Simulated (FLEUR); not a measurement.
# Ge (P6_3/mmc) in FLEUR: further runs

Runs on Ge. Level: r2SCAN. Tasks: band structure, equation of state.

Program: FLEUR MaX-R8.1 (later development tree). These are calculated values, not measurements. Logs are shortened: lines on timing, memory, paths and dates and some standing lists are left out, and cuts for length are marked.

### Step 1. The crystal as given

The structure is hexagonal, space group P6_3/mmc (No. 194). The conventional cell has a = 3.998 Å, b = 3.998 Å, c = 6.599 Å, α = 90.00°, β = 90.00°, γ = 120.00°. Ge (site symmetry 3m) has 4 Ge at 2.45 to 2.47 Å as nearest neighbours.

This isn't the form of Ge at room conditions, which is diamond.

### Step 2. Band structure, r2SCAN

inp.xml

```xml
<?xml version="1.0" encoding="UTF-8" standalone="no"?>
<fleurInput fleurInputVersion="0.39">
   <comment>
      Ge                                                                                                  
   </comment>
   <calculationSetup>
      <cutoffs Kmax="4.56" Gmax="14.1" GmaxXC="14.1" numbands="0"/>
      <scfLoop itmax="80" minDistance="0.0001" maxIterBroyd="30" imix="Anderson" alpha="0.05" precondParam="0.0" spinf="2.0" sdNocoIR="T"/>
      <coreElectrons ctail="F" frcor="F" kcrel="0" coretail_lmax="0"/>
      <xcFunctional name="LibXC" relativisticCorrections="F">
         <LibXCName exchange="mgga_x_r2scan" correlation="mgga_c_r2scan"/>
         <AuxGGA exchange="117" correlation="130"/>
      </xcFunctional>
      <magnetism jspins="1"/>
      <soc l_soc="F" theta="0.0" phi="0.0" spav="F"/>
      <expertModes spex="0" secvar="F"/>
      <geometryOptimization l_f="F" forcealpha="1.0" forcemix="BFGS" epsdisp="0.00001" epsforce="0.00001"/>
      <ldaU l_linMix="F" mixParam="0.05" spinf="1.0"/>
   </calculationSetup>
   <cell>
      <bzIntegration valenceElectrons="88.0" mode="hist" fermiSmearingEnergy="0.00183747">
         <kPointListSelection listName="default-1"/>
         <!-- k-points included here -->
         <xi:include xmlns:xi="http://www.w3.org/2001/XInclude" href="kpts.xml"> </xi:include>
      </bzIntegration>
      <!-- symmetry operations included here -->
      <xi:include xmlns:xi="http://www.w3.org/2001/XInclude" href="sym.xml"> </xi:include>
      <bulkLattice scale="1.0">
         <bravaisMatrix>
            <row-1>    7.5543424030371860     0.0000000000000000     0.0000000000000000</row-1>
            <row-2>   -3.7771712016130796     6.5422524300416010     0.0000000000000000</row-2>
            <row-3>    0.0000000000000000     0.0000000000000000    12.4710169182241923</row-3>
         </bravaisMatrix>
      </bulkLattice>
   </cell>
   <atomSpecies>
      <species name="Germanium (Ge)" element="Ge" atomicNumber="32">
         <mtSphere radius="2.15" gridPoints="711" logIncrement="0.017"/>
         <atomicCutoffs lmax="9" lnonsphr="9"/>
         <electronConfig flipSpins="F">
            <coreConfig>(1s1/2) (2s1/2) (2p1/2) (2p3/2)</coreConfig>
            <valenceConfig>(3s1/2) (3p1/2) (3p3/2) (4s1/2) (3d3/2) (3d5/2) (4p1/2) (4p3/2)</valenceConfig>
            <stateOccupation state="(4p1/2)" spinUp="0.333333" spinDown="0.333333"/>
            <stateOccupation state="(4p3/2)" spinUp="0.666667" spinDown="0.666667"/>
         </electronConfig>
         <energyParameters s="4" p="4" d="3" f="4"/>
         <lo type="SCLO" l="0" n="3" eDeriv="0"/>
         <lo type="SCLO" l="1" n="3" eDeriv="0"/>
         <lo type="SCLO" l="1" n="3" eDeriv="1"/>
         <lo type="HELO" l="2" n="4" eDeriv="0"/>
         <lo type="HELO" l="2" n="4" eDeriv="1"/>
         <lo type="SCLO" l="3" n="4" eDeriv="2"/>
      </species>
   </atomSpecies>
   <atomGroups>
      <atomGroup species="Germanium (Ge)">
         <relPos label="                   1">1.000/3.000 -1.000/3.000 -.0629012500</relPos>
         <relPos label="                   2">-1.000/3.000 1.000/3.000 .4370987500</relPos>
         <relPos label="                   3">1.000/3.000 -1.000/3.000 -.4370987500</relPos>
         <relPos label="                   4">-1.000/3.000 1.000/3.000 .0629012500</relPos>
         <force calculate="T" relaxXYZ="TTT"/>
      </atomGroup>
   </atomGroups>
   <output dos="F" band="F" slice="F">
      <checks vchk="F" cdinf="F"/>
      <bandDOS minEnergy="-.5*Htr" maxEnergy="0.5*Htr" sigma="0.015" storeEVData="T"/>
      <vacuumDOS vacdos="F" integ="F" star="F" nstars="0" locx1="0.0" locy1="0.0" locx2="0.0" locy2="0.0" nstm="0" tworkf="0.0"/>
      <unfoldingBand unfoldBand="F" supercellX="1" supercellY="1" supercellZ="1"/>
      <plotting iplot="0" polar="F">
         <plot TwoD="T" vec1="  1.0  0.0  0.0" vec2="  0.0  1.0  0.0" vec3="  0.0  0.0  1.0" zero="  0.0  0.0  0.0" file="plot"/>
      </plotting>
      <chargeDensitySlicing numkpt="0" minEigenval="0.0" maxEigenval="0.0" nnne="0" pallst="F"/>
      <specialOutput eonly="F"/>
      <moessbauerParams electricFieldGradient="T" isomerShift="T" coreHyperfine="T" valenceHyperfine="T"/>
      <magneticCircularDichroism mcd="F" energyLo="-10.0" energyUp="0.0"/>
   </output>
  <!-- We include the file relax.xml here to enable relaxations (see documentation) -->
  <xi:include xmlns:xi="http://www.w3.org/2001/XInclude" href="relax.xml"> <xi:fallback/> </xi:include>
</fleurInput>
```

crystal.txt

```
Ge
&input cartesian=F /
3.9975858431  0.0000000000  0.0000000000
-1.9987929216  3.4620108940  0.0000000000
0.0000000000  0.0000000000  6.5993779500
1.8897261246
1.0 1.0 1.0

4
32 0.3333333334  0.6666666668  0.9370987500
32 0.6666666668  0.3333333334  0.4370987500
32 0.3333333334  0.6666666668  0.5629012500
32 0.6666666668  0.3333333334  0.0629012500

&kpt div1=8 div2=8 div3=4 gamma=T /
```

inp.xml (bands)

```
<?xml version="1.0" encoding="UTF-8" standalone="no"?>
<fleurInput fleurInputVersion="0.39">
   <comment>
      Ge                                                                                                  
   </comment>
   <calculationSetup>
      <cutoffs Kmax="4.56" Gmax="14.1" GmaxXC="14.1" numbands="0"/>
      <scfLoop itmax="80" minDistance="0.0001" maxIterBroyd="30" imix="Anderson" alpha="0.05" precondParam="0.0" spinf="2.0" sdNocoIR="T"/>
      <coreElectrons ctail="F" frcor="F" kcrel="0" coretail_lmax="0"/>
      <xcFunctional name="LibXC" relativisticCorrections="F">
         <LibXCName exchange="mgga_x_r2scan" correlation="mgga_c_r2scan"/>
         <AuxGGA exchange="117" correlation="130"/>
      </xcFunctional>
      <magnetism jspins="1"/>
      <soc l_soc="F" theta="0.0" phi="0.0" spav="F"/>
      <expertModes spex="0" secvar="F"/>
      <geometryOptimization l_f="F" forcealpha="1.0" forcemix="BFGS" epsdisp="0.00001" epsforce="0.00001"/>
      <ldaU l_linMix="F" mixParam="0.05" spinf="1.0"/>
   </calculationSetup>
   <cell>
      <bzIntegration valenceElectrons="88.0" mode="hist" fermiSmearingEnergy="0.00183747">
         <kPointListSelection listName="path-1"/>
         <!-- k-points included here -->
         <xi:include xmlns:xi="http://www.w3.org/2001/XInclude" href="kpts.xml"> </xi:include>
      </bzIntegration>
      <!-- symmetry operations included here -->
      <xi:include xmlns:xi="http://www.w3.org/2001/XInclude" href="sym.xml"> </xi:include>
      <bulkLattice scale="1.0">
         <bravaisMatrix>
            <row-1>    7.5543424030371860     0.0000000000000000     0.0000000000000000</row-1>
            <row-2>   -3.7771712016130796     6.5422524300416010     0.0000000000000000</row-2>
            <row-3>    0.0000000000000000     0.0000000000000000    12.4710169182241923</row-3>
         </bravaisMatrix>
      </bulkLattice>
   </cell>
   <atomSpecies>
      <species name="Germanium (Ge)" element="Ge" atomicNumber="32">
         <mtSphere radius="2.15" gridPoints="711" logIncrement="0.017"/>
         <atomicCutoffs lmax="9" lnonsphr="9"/>
         <electronConfig flipSpins="F">
            <coreConfig>(1s1/2) (2s1/2) (2p1/2) (2p3/2)</coreConfig>
            <valenceConfig>(3s1/2) (3p1/2) (3p3/2) (4s1/2) (3d3/2) (3d5/2) (4p1/2) (4p3/2)</valenceConfig>
            <stateOccupation state="(4p1/2)" spinUp="0.333333" spinDown="0.333333"/>
            <stateOccupation state="(4p3/2)" spinUp="0.666667" spinDown="0.666667"/>
         </electronConfig>
         <energyParameters s="4" p="4" d="3" f="4"/>
         <lo type="SCLO" l="0" n="3" eDeriv="0"/>
         <lo type="SCLO" l="1" n="3" eDeriv="0"/>
         <lo type="SCLO" l="1" n="3" eDeriv="1"/>
         <lo type="HELO" l="2" n="4" eDeriv="0"/>
         <lo type="HELO" l="2" n="4" eDeriv="1"/>
         <lo type="SCLO" l="3" n="4" eDeriv="2"/>
      </species>
   </atomSpecies>
   <atomGroups>
      <atomGroup species="Germanium (Ge)">
         <relPos label="                   1">1.000/3.000 -1.000/3.000 -.0629012500</relPos>
         <relPos label="                   2">-1.000/3.000 1.000/3.000 .4370987500</relPos>
         <relPos label="                   3">1.000/3.000 -1.000/3.000 -.4370987500</relPos>
         <relPos label="                   4">-1.000/3.000 1.000/3.000 .0629012500</relPos>
         <force calculate="T" relaxXYZ="TTT"/>
      </atomGroup>
   </atomGroups>
   <output dos="F" band="T" slice="F">
      <checks vchk="F" cdinf="F"/>
      <bandDOS minEnergy="-.5*Htr" maxEnergy="0.5*Htr" sigma="0.015" storeEVData="T"/>
      <vacuumDOS vacdos="F" integ="F" star="F" nstars="0" locx1="0.0" locy1="0.0" locx2="0.0" locy2="0.0" nstm="0" tworkf="0.0"/>
      <unfoldingBand unfoldBand="F" supercellX="1" supercellY="1" supercellZ="1"/>
      <plotting iplot="0" polar="F">
         <plot TwoD="T" vec1="  1.0  0.0  0.0" vec2="  0.0  1.0  0.0" vec3="  0.0  0.0  1.0" zero="  0.0  0.0  0.0" file="plot"/>
      </plotting>
      <chargeDensitySlicing numkpt="0" minEigenval="0.0" maxEigenval="0.0" nnne="0" pallst="F"/>
      <specialOutput eonly="F"/>
      <moessbauerParams electricFieldGradient="T" isomerShift="T" coreHyperfine="T" valenceHyperfine="T"/>
      <magneticCircularDichroism mcd="F" energyLo="-10.0" energyUp="0.0"/>
   </output>
  <!-- We include the file relax.xml here to enable relaxations (see documentation) -->
  <xi:include xmlns:xi="http://www.w3.org/2001/XInclude" href="relax.xml"> <xi:fallback/> </xi:include>
</fleurInput>
```

Potentials or basis: all-electron, FLAPW.

On the command line:

```console
$ inpgen -f crystal.txt -profile fastHighL
$ # inp.xml edited to the form shown
$ fleur_MPI
$ fleur_MPI   # second run, on inp.xml (bands)
```

The log of the run:

```text
Welcome to FLEUR        (www.flapw.de)
      MaX-Release 8.1          (www.max-centre.eu)
 func_ids         498         497         498         497
 MetaGGA potential functional detected - V_tau will be computed
 Auxiliary Potential for radial basis: exchange=         117  correlation=         130
The functional 'Re-regularized SCAN exchange by Furness et al' is an exchange functional, it belongs to the 'MGGA' family and is defined in the reference(s):
[1] J. W. Furness, A. D. Kaplan, J. Ning, J. P. Perdew, and J. Sun.,  J. Phys. Chem. Lett. 11, 8208-8215 (2020)
[2] J. W. Furness, A. D. Kaplan, J. Ning, J. P. Perdew, and J. Sun.,  J. Phys. Chem. Lett. 11, 9248-9248 (2020)
The functional 'Re-regularized SCAN correlation by Furness et al' is a correlation functional, it belongs to the 'MGGA' family and is defined in the reference(s):
[1] J. W. Furness, A. D. Kaplan, J. Ning, J. P. Perdew, and J. Sun.,  J. Phys. Chem. Lett. 11, 8208-8215 (2020)
[2] J. W. Furness, A. D. Kaplan, J. Ning, J. P. Perdew, and J. Sun.,  J. Phys. Chem. Lett. 11, 9248-9248 (2020)
 Using same functional for VXC and EXC

 ========== k-point set info ==========
 Selected k-point list: default-1
 k-point list type: mesh
 8 x 8 x 4
 Number of k points: 30

 ------------Calculation Setup---------------------------
 Number of MPI-tasks      :            1
 Number of PE/node        :            1
 Number of OMP-threads    :            1
 Most efficient MPI parallelization for:
           1           2           3           5           6          10          15          30
 Additional eigenvalue parallelization possible
 Number of basis functions:         1182
 Approximate size of matrices (H+S) per k-point:         0.021 GB
 --------------------------------------------------------
The functional 'Hammer, Hansen, and Norskov' is an exchange functional, it belongs to the 'GGA' family and is defined in the reference(s):
[1] B. Hammer, L. B. Hansen, and J. K. Nørskov.,  Phys. Rev. B 59, 7413 (1999)
The functional 'Perdew, Burke & Ernzerhof' is a correlation functional, it belongs to the 'GGA' family and is defined in the reference(s):
[1] J. P. Perdew, K. Burke, and M. Ernzerhof.,  Phys. Rev. Lett. 77, 3865 (1996)
[2] J. P. Perdew, K. Burke, and M. Ernzerhof.,  Phys. Rev. Lett. 78, 1396 (1997)
 Using same functional for VXC and EXC
 Using auxiliary GGA potential for the first iteration of MetaGGA calculation.
 Reset of history
 Reset of history
 Iteration:     1   Distance:      19.20927724 me/bohr^3
The functional 'Hammer, Hansen, and Norskov' is an exchange functional, it belongs to the 'GGA' family and is defined in the reference(s):
[1] B. Hammer, L. B. Hansen, and J. K. Nørskov.,  Phys. Rev. B 59, 7413 (1999)
The functional 'Perdew, Burke & Ernzerhof' is a correlation functional, it belongs to the 'GGA' family and is defined in the reference(s):
[1] J. P. Perdew, K. Burke, and M. Ernzerhof.,  Phys. Rev. Lett. 77, 3865 (1996)
[2] J. P. Perdew, K. Burke, and M. Ernzerhof.,  Phys. Rev. Lett. 78, 1396 (1997)
 Using same functional for VXC and EXC
 Iteration:     2   Distance:      18.45049328 me/bohr^3
The functional 'Hammer, Hansen, and Norskov' is an exchange functional, it belongs to the 'GGA' family and is defined in the reference(s):
[1] B. Hammer, L. B. Hansen, and J. K. Nørskov.,  Phys. Rev. B 59, 7413 (1999)
The functional 'Perdew, Burke & Ernzerhof' is a correlation functional, it belongs to the 'GGA' family and is defined in the reference(s):
[1] J. P. Perdew, K. Burke, and M. Ernzerhof.,  Phys. Rev. Lett. 77, 3865 (1996)
[2] J. P. Perdew, K. Burke, and M. Ernzerhof.,  Phys. Rev. Lett. 78, 1396 (1997)
 Using same functional for VXC and EXC
 Iteration:     3   Distance:      17.47959220 me/bohr^3
The functional 'Hammer, Hansen, and Norskov' is an exchange functional, it belongs to the 'GGA' family and is defined in the reference(s):
[1] B. Hammer, L. B. Hansen, and J. K. Nørskov.,  Phys. Rev. B 59, 7413 (1999)
The functional 'Perdew, Burke & Ernzerhof' is a correlation functional, it belongs to the 'GGA' family and is defined in the reference(s):
[1] J. P. Perdew, K. Burke, and M. Ernzerhof.,  Phys. Rev. Lett. 77, 3865 (1996)
[2] J. P. Perdew, K. Burke, and M. Ernzerhof.,  Phys. Rev. Lett. 78, 1396 (1997)
 Using same functional for VXC and EXC
 Iteration:     4   Distance:       2.86500825 me/bohr^3
[... 60 lines left out ...]
[2] J. P. Perdew, K. Burke, and M. Ernzerhof.,  Phys. Rev. Lett. 78, 1396 (1997)
 Using same functional for VXC and EXC
 Iteration:    13   Distance:       0.00017177 me/bohr^3
The functional 'Hammer, Hansen, and Norskov' is an exchange functional, it belongs to the 'GGA' family and is defined in the reference(s):
[1] B. Hammer, L. B. Hansen, and J. K. Nørskov.,  Phys. Rev. B 59, 7413 (1999)
The functional 'Perdew, Burke & Ernzerhof' is a correlation functional, it belongs to the 'GGA' family and is defined in the reference(s):
[1] J. P. Perdew, K. Burke, and M. Ernzerhof.,  Phys. Rev. Lett. 77, 3865 (1996)
[2] J. P. Perdew, K. Burke, and M. Ernzerhof.,  Phys. Rev. Lett. 78, 1396 (1997)
 Using same functional for VXC and EXC
 Iteration:    14   Distance:       0.00010004 me/bohr^3
The functional 'Hammer, Hansen, and Norskov' is an exchange functional, it belongs to the 'GGA' family and is defined in the reference(s):
[1] B. Hammer, L. B. Hansen, and J. K. Nørskov.,  Phys. Rev. B 59, 7413 (1999)
The functional 'Perdew, Burke & Ernzerhof' is a correlation functional, it belongs to the 'GGA' family and is defined in the reference(s):
[1] J. P. Perdew, K. Burke, and M. Ernzerhof.,  Phys. Rev. Lett. 77, 3865 (1996)
[2] J. P. Perdew, K. Burke, and M. Ernzerhof.,  Phys. Rev. Lett. 78, 1396 (1997)
 Using same functional for VXC and EXC
 Iteration:    15   Distance:       0.00001125 me/bohr^3

 ********************************************************************
 Run finished successfully
 Stop message:
   all done
 ********************************************************************
```

It took 4.5 min on 1 thread of Arm Neoverse V2, shared host; peak memory 0.13 GiB.

What came out:

```
Free energy                                           : -228496.7422 eV
Band gap on the k mesh                                : 0.10 eV, direct
Band gap along the path                               : 0.10 eV, direct
Valence electrons inside the program's atomic spheres : Ge 19.96 (radii Ge 2.15 bohr)
```

Levels at the corners of the path, in eV from the valence-band top:
| point | band 41 | band 42 | band 43 | band 44 | band 45 | band 46 | band 47 | band 48 |
| --- | --- | --- | --- | --- | --- | --- | --- | --- |
| Γ | -1.68 | -0.28 | 0.00 | 0.00 | 0.10 | 0.29 | 2.31 | 2.31 |
| M | -4.86 | -3.33 | -3.01 | -1.64 | 0.64 | 1.86 | 3.71 | 3.85 |
| K | -5.28 | -3.70 | -3.70 | -3.44 | 1.55 | 4.84 | 4.84 | 5.38 |
| Γ | -1.68 | -0.28 | 0.00 | 0.00 | 0.10 | 0.29 | 2.31 | 2.31 |
| A | -1.02 | -1.02 | -1.02 | -1.02 | 0.88 | 0.88 | 3.48 | 3.48 |
| L | -2.76 | -2.76 | -2.65 | -2.65 | 0.64 | 0.64 | 2.28 | 2.28 |
| H | -4.55 | -4.55 | -2.25 | -2.25 | 1.42 | 1.42 | 4.30 | 4.30 |
| A | -1.02 | -1.02 | -1.02 | -1.02 | 0.88 | 0.88 | 3.48 | 3.48 |
| L | -2.76 | -2.76 | -2.65 | -2.65 | 0.64 | 0.64 | 2.28 | 2.28 |
| M | -4.86 | -3.33 | -3.01 | -1.64 | 0.64 | 1.86 | 3.71 | 3.85 |
| K | -5.28 | -3.70 | -3.70 | -3.44 | 1.55 | 4.84 | 4.84 | 5.38 |
| H | -4.55 | -4.55 | -2.25 | -2.25 | 1.42 | 1.42 | 4.30 | 4.30 |

Core levels (eV from the Fermi level):
| atom | levels |
| --- | --- |
| 1 Ge | 1s1/2 -10954.0, 2s1/2 -1366.3, 2p1/2 -1214.4, 2p3/2 -1182.6 |
| 2 Ge | 1s1/2 -10954.0, 2s1/2 -1366.3, 2p1/2 -1214.4, 2p3/2 -1182.6 |
| 3 Ge | 1s1/2 -10954.0, 2s1/2 -1366.3, 2p1/2 -1214.4, 2p3/2 -1182.6 |
| 4 Ge | 1s1/2 -10954.0, 2s1/2 -1366.3, 2p1/2 -1214.4, 2p3/2 -1182.6 |

Caveat: the meta-GGA is that of a development version, with a GGA for the radial functions and cores and without core tails.

### Step 3. Equation of state, r2SCAN, 21.46 Å³/atom (volume scaled by 0.94)

Changes to inp.xml since step 2:

```diff
@@ -6,3 +6,3 @@
    <calculationSetup>
-      <cutoffs Kmax="4.56" Gmax="14.1" GmaxXC="14.1" numbands="0"/>
+      <cutoffs Kmax="4.71" Gmax="14.6" GmaxXC="14.6" numbands="0"/>
       <scfLoop itmax="80" minDistance="0.0001" maxIterBroyd="30" imix="Anderson" alpha="0.05" precondParam="0.0" spinf="2.0" sdNocoIR="T"/>
@@ -27,3 +27,3 @@
       <xi:include xmlns:xi="http://www.w3.org/2001/XInclude" href="sym.xml"> </xi:include>
-      <bulkLattice scale="1.0">
+      <bulkLattice scale="0.9795861087">
          <bravaisMatrix>
@@ -37,3 +37,3 @@
       <species name="Germanium (Ge)" element="Ge" atomicNumber="32">
-         <mtSphere radius="2.15" gridPoints="711" logIncrement="0.017"/>
+         <mtSphere radius="2.08" gridPoints="711" logIncrement="0.017"/>
          <atomicCutoffs lmax="9" lnonsphr="9"/>
```

Potentials or basis: all-electron, FLAPW.

On the command line:

```console
$ inpgen -f crystal.txt -profile fastHighL
$ # inp.xml edited to the form shown
$ fleur_MPI
```

Wall time 4 min (1 thread of Arm Neoverse V2, shared host); peak memory 0.13 GiB.

The run converged. Its results:

```
Free energy                                           : -228496.6569 eV
Band gap on the k mesh                                : 0.26 eV, direct
Valence electrons inside the program's atomic spheres : Ge 19.81 (radii Ge 2.08 bohr)
```

Caveat: the meta-GGA is that of a development version, with a GGA for the radial functions and cores and without core tails.

### Step 4. Equation of state, r2SCAN, 21.92 Å³/atom (volume scaled by 0.96)

Changes to inp.xml since step 3:

```diff
@@ -27,3 +27,3 @@
       <xi:include xmlns:xi="http://www.w3.org/2001/XInclude" href="sym.xml"> </xi:include>
-      <bulkLattice scale="0.9795861087">
+      <bulkLattice scale="0.9864848297">
          <bravaisMatrix>
```

On the command line:

```console
$ inpgen -f crystal.txt -profile fastHighL
$ # inp.xml edited to the form shown
$ fleur_MPI
```

Run time: 4 min. Hardware: 1 thread of Arm Neoverse V2, shared host; peak memory 0.13 GiB.

It converged, with:

* Free energy: -228496.7047 eV
* Band gap on the k mesh: 0.20 eV, direct
* Valence electrons inside the program's atomic spheres: Ge 19.79 (radii Ge 2.08 bohr)

Caveat: the meta-GGA is that of a development version, with a GGA for the radial functions and cores and without core tails.

### Step 5. Equation of state, r2SCAN, 22.83 Å³/atom

Changes to inp.xml since step 4:

```diff
@@ -27,3 +27,3 @@
       <xi:include xmlns:xi="http://www.w3.org/2001/XInclude" href="sym.xml"> </xi:include>
-      <bulkLattice scale="0.9864848297">
+      <bulkLattice scale="1.0000000000">
          <bravaisMatrix>
```

On the command line:

```console
$ inpgen -f crystal.txt -profile fastHighL
$ # inp.xml edited to the form shown
$ fleur_MPI
```

Run time: 4.5 min. Hardware: 1 thread of Arm Neoverse V2, shared host; peak memory 0.14 GiB.

It converged, with:

```
Free energy                                           : -228496.7407 eV
Band gap on the k mesh                                : 0.09 eV, direct
Valence electrons inside the program's atomic spheres : Ge 19.76 (radii Ge 2.08 bohr)
```

Caveat: the meta-GGA is that of a development version, with a GGA for the radial functions and cores and without core tails.

(Part 1 of 2 ends here.)
